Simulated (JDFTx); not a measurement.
# CuI (Marshite) (F-43m) in JDFTx: further runs

The runs below take CuI (Marshite) through single point, with LDA, PBEsol.

Program: JDFTx 1.7.0 (patched build). These are calculated values, not measurements. Logs are shortened: lines on timing, memory, paths and dates and some standing lists are left out, and cuts for length are marked. The log counts tension as positive stress, the text compression.

### Step 1. The crystal as given

Symmetry: F-43m, No. 216, cubic system. Conventional cell: a = 6.063 Å, b = 6.063 Å, c = 6.063 Å, α = 90.00°, β = 90.00°, γ = 90.00°. Around I (site symmetry -43m) lie 4 Cu at 2.63 Å. Cu (site symmetry -43m) has 4 I at 2.63 Å as nearest neighbours.

### Step 2. Single point, LDA

CuI.in reads:

```
lattice \
    0.0000000000     5.7287047468     5.7287047468 \
    5.7287047468     0.0000000000     5.7287047468 \
    5.7287047468     5.7287047468     0.0000000000
coords-type Lattice
ion I      0.0000000000     0.0000000000     0.0000000000 1
ion Cu     0.7500000000     0.7500000000     0.7500000000 1

ion-species pseudo/I.upf
ion-species pseudo/Cu.upf
elec-cutoff 42 336
elec-ex-corr lda-PW
kpoint-folding 8 8 8
elec-smearing Gauss 0.00036749322
elec-n-bands 19
electronic-SCF nIterations 100 energyDiffThreshold 1e-09
electronic-minimize nIterations 30 energyDiffThreshold 1e-7
converge-empty-states yes
forces-output-coords Cartesian

dump-name run.$VAR
dump End Ecomponents EigStats BandEigs Kpoints Forces Stress
```

Potentials or basis: PseudoDojo-SR-LDA-0.4.1-standard with smoothed tails.

Run with:

```
> jdftx -c 1 -i CuI.in -o CuI.out
```

Log:

```text
*************** JDFTx 1.7.0 (patched build) ***************

Input parsed successfully to the following command list (including defaults):
[... the input with its defaults ...]

---------- Setting up symmetries ----------

Found 48 point-group symmetries of the bravais lattice
Found 24 space-group symmetries with basis
Applied RMS atom displacement 0 bohrs to make symmetries exact.

---------- Initializing the Grid ----------
R =
[            0       5.7287       5.7287  ]
[       5.7287            0       5.7287  ]
[       5.7287       5.7287            0  ]
unit cell volume = 376.01
G =
[  -0.548395   0.548395   0.548395  ]
[   0.548395  -0.548395   0.548395  ]
[   0.548395   0.548395  -0.548395  ]
Minimum fftbox size, Smin = [  68  68  68  ]
Chosen fftbox size, S = [  70  70  70  ]

---------- Initializing tighter grid for wavefunction operations ----------
R =
[            0       5.7287       5.7287  ]
[       5.7287            0       5.7287  ]
[       5.7287       5.7287            0  ]
unit cell volume = 376.01
G =
[  -0.548395   0.548395   0.548395  ]
[   0.548395  -0.548395   0.548395  ]
[   0.548395   0.548395  -0.548395  ]
Minimum fftbox size, Smin = [  48  48  48  ]
Chosen fftbox size, S = [  48  48  48  ]

---------- Exchange Correlation functional ----------
Initalized Slater LDA exchange.
Initalized Perdew-Wang LDA correlation.

---------- Setting up pseudopotentials ----------
Width of ionic core gaussian charges (only for fluid interactions / plotting) set to 0

Reading pseudopotential file 'pseudo/I.upf':
  'I' pseudopotential, 'SLA  PW   NOGX NOGC' functional
  Generated using ONCVPSP code by D. R. Hamann
  7 valence electrons, 2 orbitals, 6 projectors, 1001 radial grid points, with lMax = 2
    5S    l: 0   occupation:  2.0   eigenvalue: -0.648701
    5P    l: 1   occupation:  5.0   eigenvalue: -0.266021
  Core radius for overlap checks: 2.24 bohrs.

Reading pseudopotential file 'pseudo/Cu.upf':
  'Cu' pseudopotential, 'SLA  PW   NOGX NOGC' functional
  Generated using ONCVPSP code by D. R. Hamann
  19 valence electrons, 4 orbitals, 6 projectors, 1001 radial grid points, with lMax = 2
    3S    l: 0   occupation:  2.0   eigenvalue: -4.194949
    3P    l: 1   occupation:  6.0   eigenvalue: -2.647131
    3D    l: 2   occupation: 10.0   eigenvalue: -0.195667
    4S    l: 0   occupation:  1.0   eigenvalue: -0.178540
  Core radius for overlap checks: 1.70 bohrs.

Initialized 2 species with 2 total atoms.

Folded 1 k-points by 8x8x8 to 512 k-points.

---------- Setting up k-points, bands, fillings ----------
Adding inversion symmetry to k-mesh for non-inversion-symmetric unit cell.
Reduced to 29 k-points under symmetry.
Computing the number of bands and number of electrons
Calculating initial fillings.
nElectrons:  26.000000   nBands: 19   nStates: 29

----- Setting up reduced wavefunction bases (one per k-point) -----
average nbasis = 4889.893 , ideal nbasis = 4888.406

---------- Setting up ewald sum ----------
Optimum gaussian width for ewald sums = 2.601879 bohr.
Real space sum over 1331 unit cells with max indices [  5  5  5  ]
Reciprocal space sum over 2197 terms with max indices [  6  6  6  ]

---------- Allocating electronic variables ----------
Initializing wave functions:  linear combination of atomic orbitals
Note: number of bands (19) exceeds available atomic orbitals (14)
I pseudo-atom occupations:   s ( 2 )  p ( 5 )
Cu pseudo-atom occupations:   s ( 2 1 )  p ( 6 )  d ( 10 )
	FillingsUpdate:  mu: +0.283464575  nElectrons: 26.000000
LCAOMinimize: Iter:   0  F: -197.2247149317405785  |grad|_K:  9.279e-04  alpha:  1.000e+00
	FillingsUpdate:  mu: +0.285261460  nElectrons: 26.000000
LCAOMinimize: Iter:   1  F: -197.2271761497961791  |grad|_K:  1.059e-04  alpha:  5.676e-01  linmin:  1.826e-02  cgtest: -2.016e-01
	FillingsUpdate:  mu: +0.284866963  nElectrons: 26.000000
[... 5 lines of inner loops ...]
LCAOMinimize: Iter:   4  F: -197.2272166536045006  |grad|_K:  2.968e-07  alpha:  7.826e-01  linmin: -1.621e-03  cgtest:  7.559e-03
	FillingsUpdate:  mu: +0.284824099  nElectrons: 26.000000
LCAOMinimize: Iter:   5  F: -197.2272166540028024  |grad|_K:  8.628e-09  alpha:  8.653e-01  linmin: -5.597e-03  cgtest:  8.160e-03
LCAOMinimize: Converged (|Delta F|<1.000000e-06 for 2 iters).

-------- Electronic minimization -----------
Will mix electronic density at each iteration.
	FillingsUpdate:  mu: +0.284824099  nElectrons: 26.000000
	FillingsUpdate:  mu: +0.269964477  nElectrons: 26.000000
SCF: Cycle:  0   F: -197.281871385374700   dF: -5.465e-02   |Residual|: 1.013e-01   |deigs|: 1.053e-01
	FillingsUpdate:  mu: +0.267016886  nElectrons: 26.000000
SCF: Cycle:  1   F: -197.288270628882742   dF: -6.399e-03   |Residual|: 3.635e-02   |deigs|: 2.174e-02
	FillingsUpdate:  mu: +0.267358735  nElectrons: 26.000000
SCF: Cycle:  2   F: -197.289625307051807   dF: -1.355e-03   |Residual|: 1.613e-02   |deigs|: 7.148e-03
	FillingsUpdate:  mu: +0.267171680  nElectrons: 26.000000
SCF: Cycle:  3   F: -197.289754349069170   dF: -1.290e-04   |Residual|: 2.871e-03   |deigs|: 1.042e-03
	FillingsUpdate:  mu: +0.267188920  nElectrons: 26.000000
SCF: Cycle:  4   F: -197.289758796956676   dF: -4.448e-06   |Residual|: 2.007e-03   |deigs|: 8.173e-04
	FillingsUpdate:  mu: +0.267288922  nElectrons: 26.000000
SCF: Cycle:  5   F: -197.289762853523968   dF: -4.057e-06   |Residual|: 2.779e-04   |deigs|: 5.936e-04
	FillingsUpdate:  mu: +0.267298785  nElectrons: 26.000000
SCF: Cycle:  6   F: -197.289763087274878   dF: -2.338e-07   |Residual|: 1.818e-04   |deigs|: 4.920e-05
	FillingsUpdate:  mu: +0.267306413  nElectrons: 26.000000
SCF: Cycle:  7   F: -197.289763197963993   dF: -1.107e-07   |Residual|: 3.277e-05   |deigs|: 7.658e-05
	FillingsUpdate:  mu: +0.267306683  nElectrons: 26.000000
SCF: Cycle:  8   F: -197.289763227645011   dF: -2.968e-08   |Residual|: 3.030e-05   |deigs|: 3.256e-05
	FillingsUpdate:  mu: +0.267306708  nElectrons: 26.000000
SCF: Cycle:  9   F: -197.289763239358933   dF: -1.171e-08   |Residual|: 1.766e-05   |deigs|: 2.934e-05
	FillingsUpdate:  mu: +0.267306598  nElectrons: 26.000000
SCF: Cycle: 10   F: -197.289763244024442   dF: -4.666e-09   |Residual|: 4.186e-06   |deigs|: 2.459e-05
	FillingsUpdate:  mu: +0.267306255  nElectrons: 26.000000
SCF: Cycle: 11   F: -197.289763245768881   dF: -1.744e-09   |Residual|: 2.403e-06   |deigs|: 2.201e-05
	FillingsUpdate:  mu: +0.267306083  nElectrons: 26.000000
SCF: Cycle: 12   F: -197.289763246500684   dF: -7.318e-10   |Residual|: 1.068e-06   |deigs|: 2.046e-05
	FillingsUpdate:  mu: +0.267306131  nElectrons: 26.000000
SCF: Cycle: 13   F: -197.289763246780240   dF: -2.796e-10   |Residual|: 9.973e-07   |deigs|: 1.725e-05
SCF: Converged (|Delta E|<1.000000e-09 for 2 iters).

Setting wave functions to eigenvectors of Hamiltonian
Converging empty states (this may take a while): |deigs|: 1.908e-04

# Stress tensor in Cartesian coordinates [Eh/a0^3]:
[  0.000159776            0            0  ]
[            0  0.000159776            0  ]
[            0            0  0.000159776  ]

# Ionic positions in lattice coordinates:
ion I   0.000000000000000   0.000000000000000   0.000000000000000 1
ion Cu   0.750000000000000   0.750000000000000   0.750000000000000 1

# Forces in Cartesian coordinates:
force I  -0.000000000000000  -0.000000000000000   0.000000000000000 1
force Cu  -0.000000000000000   0.000000000000000  -0.000000000000000 1

# Energy components:
   Eewald =      -91.3430046985441493
       EH =       91.7188865363125103
     Eloc =     -234.4637656909482928
      Enl =      -31.7743273055726050
      Exc =      -27.0330064590488774
 Exc_core =        5.1909434608981941
       KE =       90.4145109101229565
-------------------------------------
     Etot =     -197.2897632467802396
       TS =        0.0000000000000000
-------------------------------------
        F =     -197.2897632467802396

IonicMinimize: Iter:   0  F: -197.289763246780240  |grad|_K:  9.382e-36
IonicMinimize: Converged (|grad|_K<1.000000e-04).

#--- Lowdin population analysis ---
# oxidation-state I -0.245
# oxidation-state Cu +0.417

Dumping 'run.eigStats' ...
	eMin: -3.831181 at state 0 ( [ +0.000000 +0.000000 +0.000000 ] spin 0 )
	HOMO: +0.237471 at state 0 ( [ +0.000000 +0.000000 +0.000000 ] spin 0 )
	mu  : +0.267306
	LUMO: +0.270998 at state 0 ( [ +0.000000 +0.000000 +0.000000 ] spin 0 )
	eMax: +0.672473 at state 28 ( [ +0.250000 +0.500000 -0.250000 ] spin 0 )
	HOMO-LUMO gap: +0.033527
	Optical gap  : +0.033527 at state 0 ( [ +0.000000 +0.000000 +0.000000 ] spin 0 )
Done!
[note: mu as printed may lie anywhere between the filled and the empty levels]
```

Run time: 2.1 min. Hardware: 1 thread of Arm Neoverse V2, shared host; peak memory 0.18 GiB.

Results:

- Free energy: -5368.5280 eV
- Pressure: -4.7 GPa
- Band gap on the k mesh: 0.91 eV, direct
- Loewdin charges: I -0.24; Cu +0.42 e

Levels at points of the mesh, in eV from the valence-band top:
| k point | band 11 | band 12 | band 13 | band 14 | band 15 | band 16 |
| --- | --- | --- | --- | --- | --- | --- |
| (0.00, 0.00, 0.00) | 0.00 | 0.00 | 0.00 | 0.91 | 4.86 | 4.86 |
| (0.00, 0.00, 0.50) | -1.82 | -0.72 | -0.72 | 2.01 | 5.40 | 5.40 |
| (0.00, 0.50, 0.50) | -1.80 | -1.52 | -1.52 | 2.60 | 2.82 | 9.00 |

Caveat: the atomic charges don't sum to the cell's charge; the cutoff is short for these files and lowers the pressure by up to 1 GPa; spin-orbit coupling is left out, which moves the levels of the heavy elements.

### Step 3. Single point, PBEsol

CuI.in: that of step 2 with these lines changed.

```diff
@@ -10,4 +10,4 @@
 ion-species pseudo/Cu.upf
-elec-cutoff 42 336
-elec-ex-corr lda-PW
+elec-cutoff 46 368
+elec-ex-corr gga-PBEsol
 kpoint-folding 8 8 8
```

Potentials or basis: PseudoDojo-SR-PBEsol-0.4.1-standard with smoothed tails.

Run with:

```
> jdftx -c 1 -i CuI.in -o CuI.out
```

Log:

```text
*************** JDFTx 1.7.0 (patched build) ***************

Input parsed successfully to the following command list (including defaults):
[... the input with its defaults ...]

---------- Setting up symmetries ----------

Found 48 point-group symmetries of the bravais lattice
Found 24 space-group symmetries with basis
Applied RMS atom displacement 0 bohrs to make symmetries exact.

---------- Initializing the Grid ----------
R =
[            0       5.7287       5.7287  ]
[       5.7287            0       5.7287  ]
[       5.7287       5.7287            0  ]
unit cell volume = 376.01
G =
[  -0.548395   0.548395   0.548395  ]
[   0.548395  -0.548395   0.548395  ]
[   0.548395   0.548395  -0.548395  ]
Minimum fftbox size, Smin = [  72  72  72  ]
Chosen fftbox size, S = [  72  72  72  ]

---------- Initializing tighter grid for wavefunction operations ----------
R =
[            0       5.7287       5.7287  ]
[       5.7287            0       5.7287  ]
[       5.7287       5.7287            0  ]
unit cell volume = 376.01
[... 101 lines left out ...]
Converging empty states (this may take a while): |deigs|: 2.613e-04

# Stress tensor in Cartesian coordinates [Eh/a0^3]:
[  8.18706e-05            0            0  ]
[            0  8.18706e-05            0  ]
[            0            0  8.18706e-05  ]

# Ionic positions in lattice coordinates:
ion I   0.000000000000000   0.000000000000000   0.000000000000000 1
ion Cu   0.750000000000000   0.750000000000000   0.750000000000000 1

# Forces in Cartesian coordinates:
force I  -0.000000000000000  -0.000000000000000   0.000000000000000 1
force Cu   0.000000000000000   0.000000000000000   0.000000000000000 1

# Energy components:
   Eewald =      -91.3430046985441493
       EH =       91.7727838481562941
     Eloc =     -234.5840509760251678
      Enl =      -31.6884805872909183
      Exc =      -27.0956341901831976
 Exc_core =        5.3066486888304514
       KE =       90.5228234877134810
-------------------------------------
     Etot =     -197.1089144273432225
       TS =        0.0000000000000000
-------------------------------------
        F =     -197.1089144273432225

IonicMinimize: Iter:   0  F: -197.108914427343223  |grad|_K:        nan
IonicMinimize: None of the convergence criteria satisfied after 0 iterations.

#--- Lowdin population analysis ---
# oxidation-state I -0.250
# oxidation-state Cu +0.426

Dumping 'run.eigStats' ...
	eMin: -3.840533 at state 0 ( [ +0.000000 +0.000000 +0.000000 ] spin 0 )
	HOMO: +0.246019 at state 0 ( [ +0.000000 +0.000000 +0.000000 ] spin 0 )
	mu  : +0.278341
	LUMO: +0.282033 at state 0 ( [ +0.000000 +0.000000 +0.000000 ] spin 0 )
	eMax: +0.678447 at state 28 ( [ +0.250000 +0.500000 -0.250000 ] spin 0 )
	HOMO-LUMO gap: +0.036013
	Optical gap  : +0.036013 at state 0 ( [ +0.000000 +0.000000 +0.000000 ] spin 0 )
Done!
[note: mu as printed may lie anywhere between the filled and the empty levels]
```

It took 2.5 min on 1 thread of Arm Neoverse V2, shared host; peak memory 0.21 GiB.

Results:

* Free energy: -5363.6068 eV
* Pressure: -2.4 GPa
* Band gap on the k mesh: 0.98 eV, direct
* Loewdin charges: I -0.25; Cu +0.43 e

Levels at points of the mesh, in eV from the valence-band top:
```
           k point  band 11  band 12  band 13  band 14  band 15  band 16
(0.00, 0.00, 0.00)     0.00     0.00     0.00     0.98     4.82     4.82
(0.00, 0.00, 0.50)    -1.78    -0.71    -0.71     2.04     5.36     5.36
(0.00, 0.50, 0.50)    -1.76    -1.50    -1.50     2.59     2.82     9.05
```

Caveat: the atomic charges don't sum to the cell's charge; spin-orbit coupling is left out, which moves the levels of the heavy elements. As with any semilocal functional, this PBEsol gap is likely too small.

### Step 4. Single point, LDA

CuI.in reads:

```
include CuI.lattice
coords-type Lattice
include CuI.ionpos

ion-species pseudo/I.upf
ion-species pseudo/Cu.upf
elec-cutoff 42 336
elec-ex-corr lda-PW
kpoint-folding 8 8 8
elec-smearing Fermi 0.0018374661
elec-n-bands 19
electronic-SCF nIterations 100 energyDiffThreshold 1e-09
electronic-minimize nIterations 30 energyDiffThreshold 1e-7
converge-empty-states yes
forces-output-coords Cartesian

dump-name run.$VAR
dump End Ecomponents EigStats BandEigs Kpoints Forces Stress ElecDensity
```

CuI.lattice reads:

```
lattice \
    0.0000000000     5.7287047468     5.7287047468 \
    5.7287047468     0.0000000000     5.7287047468 \
    5.7287047468     5.7287047468     0.0000000000
```

CuI.ionpos reads:

```
ion I      0.0000000000     0.0000000000     0.0000000000 1
ion Cu     0.7500000000     0.7500000000     0.7500000000 1
```

Potentials or basis: PseudoDojo-SR-LDA-0.4.1-standard with smoothed tails.

Run with:

```
> jdftx -c 1 -i CuI.in -o CuI.out
```

Wall time 2.2 min (1 thread of Arm Neoverse V2, shared host); peak memory 0.19 GiB.

It converged, with:

```
Free energy            : -5368.5280 eV
Pressure               : -4.7 GPa
Band gap on the k mesh : 0.91 eV, direct
Loewdin charges        : I -0.24; Cu +0.42 e
```

Levels at points of the mesh, in eV from the valence-band top:
```tsv
k point	band 10	band 11	band 12	band 13	band 14	band 15	band 16	band 17
(0.00, 0.00, 0.00)	-1.89	0.00	0.00	0.00	0.91	4.86	4.86	4.86
(0.00, 0.00, 0.50)	-1.86	-1.82	-0.72	-0.72	2.01	5.40	5.40	7.25
(0.00, 0.50, 0.50)	-1.84	-1.80	-1.52	-1.52	2.60	2.82	9.00	9.75
```

Caveat: the atomic charges don't sum to the cell's charge; the cutoff is short for these files and lowers the pressure by up to 1 GPa; spin-orbit coupling is left out, which moves the levels of the heavy elements. A hybrid or GW would open this gap; LDA tends to underestimate it.

### Step 5. Overview

```csv
level,potentials or basis,cutoff (eV),smearing,gap on the mesh (eV),pressure (GPa)
LDA,PseudoDojo-SR-LDA-0.4.1-standard with smoothed tails,1143,gaussian 0.02 eV,0.91,-4.7
PBEsol,PseudoDojo-SR-PBEsol-0.4.1-standard with smoothed tails,1252,gaussian 0.02 eV,0.98,-2.4
LDA,PseudoDojo-SR-LDA-0.4.1-standard with smoothed tails,1143,fermi-dirac 0.05 eV,0.91,-4.7
```

Alike in all rows: task single point; no spin polarisation; cell as given; k mesh 8 × 8 × 8.

Caveats: spin-orbit coupling is left out, which moves the levels of the heavy elements; the cutoff is short for these files and lowers the pressure by up to 1 GPa (some runs).

Absolute energies hang on the potentials; compare differences alone.
